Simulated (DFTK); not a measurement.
Runs of DFTK 0.8.2 on SnTe. The structure is cubic, space group Fm-3m (No. 225). Conventional cell: a = 6.302 Å, b = 6.302 Å, c = 6.302 Å, α = 90.00°, β = 90.00°, γ = 90.00°. Te (site symmetry m-3m) has 6 Sn at 3.15 Å as nearest neighbours. Around Sn (site symmetry m-3m) lie 6 Te at 3.15 Å. 

```tsv
task	level	potentials or basis	k mesh	cutoff (eV)	valence electrons	SCF solver	mesh quality	pressure (GPa)	V0 of scaled cells (Å³/atom)	B0 (GPa)
single point	PBE	dojo.nc.sr.pbe.v0_4_1.standard.upf (PBE)	7 × 7 × 7	1088	Sn 14, Te 16	-	not flagged	2.3	-	-
equation of state	PBEsol	SPMS 1.0 (PBE)	4 × 4 × 4	816	Sn 14, Te 16	-	coarse	-	30.64	47
equation of state	LDA	cp2k.nc.sr.lda.v0_1.largecore.gth (LDA, GTH)	7 × 7 × 7	544	Sn 4, Te 6	-	not flagged	-	30.22	49
band structure	TASK	in-house norm-conserving set (r2SCAN, scalar relativistic)	4 × 4 × 4	1225	Sn 14, Te 16	ScfAndersonSolver	coarse	(a)	-	-
equation of state	PBE	dojo.nc.sr.pbe.v0_4_1.standard.upf (PBE)	7 × 7 × 7	1088	Sn 14, Te 16	-	not flagged	-	(c)	(b)
```

Alike in all rows: no spin polarisation; cell as given; smearing fermi-dirac 0.05 eV.

**Question.** Estimate the missing entries.

**Answer.** (a) 6.6; (b) 40; (c) 32.91.

Caveats: some runs use coarse meshes; the potentials were made for another functional, which shifts forces and pressure (some runs); GTH potentials come without recommended cutoffs, and this one wasn't checked for convergence (some runs).

Not every run made on this cell is shown here.
